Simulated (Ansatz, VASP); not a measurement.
# One calculation of Au, two programs

```xyz
1
Lattice="-1.6573 1.6573 1.6573 1.6573 -1.6573 1.6573 1.6573 1.6573 -1.6573" Properties=species:S:1:pos:R:3 pbc="T T T"
Au    0.0000    0.0000    0.0000
```

This isn't the form of Au at room conditions, which is fcc.

Alike in both runs: task relaxation of cell and atoms; functional LDA; k mesh 12 × 12 × 12; occupations methfessel-paxton of order 1, width 0.05 eV; no spin polarisation.

|  | VASP | Ansatz |
| --- | --- | --- |
| version | VASP 6.6.1 | Ansatz 0.2.0 |
| potentials or method | VASP PAW LDA potentials, release 64 (Au) | plane waves, PAW |
| plane-wave cutoff (eV) | 600 | 420 |
| valence electrons in the cell | 11 | 19 |

|  | VASP | Ansatz | Ansatz less VASP |
| --- | --- | --- | --- |
| relaxed volume (Å³/atom) | 16.61 | 16.58 | -0.036 |
| relaxed cell length with the largest relative difference (Å) | 2.784 | 2.782 | -0.0020 |
| energy change over the relaxation (meV/atom) | -74 | -80 | -5.3 |

The two sets of potentials don't hold the same shells in valence.

The runs have no spin-orbit coupling, so splittings on Au are missing.
